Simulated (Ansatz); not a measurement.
Relaxation of a periodic cell of 17 atoms, Si6O11 (host SiO2, host structure C2/c, one O atom removed), cell charge -2, to a largest force component of 0.03 eV/Å in at most 60 steps.

Computed with Ansatz, DFT PBE, scalar-relativistic, plane waves, PAW. Settings: PAW set soft_1, cutoff 420 eV, k mesh 2x2x2, gaussian smearing 0.02 eV, no spin polarisation.

```xyz
17
Lattice="6.9147 -2.4380 0.0000 6.9147 2.4380 0.0000 -5.5369 0.0000 6.7857" Properties=species:S:1:pos:R:3
Si 2.810 2.473 5.086
Si 5.507 -2.367 1.681
Si 8.360 -1.203 1.038
Si 2.737 -1.205 2.282
Si -0.102 1.250 5.727
Si 5.551 1.179 4.428
O 2.196 0.319 2.135
O 8.884 0.387 1.284
O 6.013 -0.285 4.646
O -0.583 -0.307 5.548
O 3.182 -1.584 6.395
O 2.366 -1.618 3.797
O 5.141 1.596 0.463
O 6.011 1.537 2.942
O 6.768 -1.385 1.438
O 4.293 -1.374 1.935
O 4.077 1.390 4.793
```

**Question.** Where does it end, and by what steps?

**Answer.** The forces met the threshold. Limits of this set-up: coarse k mesh, charged cell in a uniform background, uncorrected. After 17 steps the energy has fallen by 4.589 eV; O12 moved furthest, 0.85 Å.

```
step  energy less start (eV)  largest force component (eV/Å)  accepted
   0                  0.0000                           5.293       yes
   1                 -1.8543                           3.467       yes
   2                 -3.3354                           1.070       yes
   3                 -3.9233                           0.936       yes
   4                 -4.1362                           1.339       yes
   5                 -4.3938                           0.858       yes
   6                 -4.4936                           0.245       yes
   7                 -4.4751                           0.983        no
   8                 -4.5352                           0.121       yes
   9                 -4.5436                           0.165       yes
  10                 -4.5601                           0.113       yes
  11                 -4.5675                           0.133       yes
  12                 -4.5766                           0.161       yes
  13                 -4.5828                           0.151       yes
  14                 -4.5564                           0.360        no
  15                 -4.5883                           0.036       yes
  16                 -4.5883                           0.079        no
  17                 -4.5894                           0.025       yes
```

```xyz
17
Lattice="6.9147 -2.4380 0.0000 6.9147 2.4380 0.0000 -5.5369 0.0000 6.7857" Properties=species:S:1:pos:R:3
Si 2.438 2.637 5.061
Si 5.644 -2.545 1.604
Si 8.431 -1.141 1.140
Si 2.983 -1.138 2.223
Si 0.088 0.997 5.353
Si 5.168 1.188 4.635
O 2.648 0.426 1.938
O 8.659 0.418 1.596
O 5.797 -0.278 4.857
O -1.085 -0.229 5.681
O 3.155 -1.334 6.372
O 3.164 -1.327 3.783
O 5.756 1.373 0.333
O 5.506 1.543 3.022
O 6.953 -1.552 1.673
O 4.350 -1.550 1.455
O 3.555 1.315 4.891
```

The run took 42 s on 1 thread of AMD EPYC 9R45 96-Core Processor (Zen 5), on a shared host, peak memory 0.57 GiB.
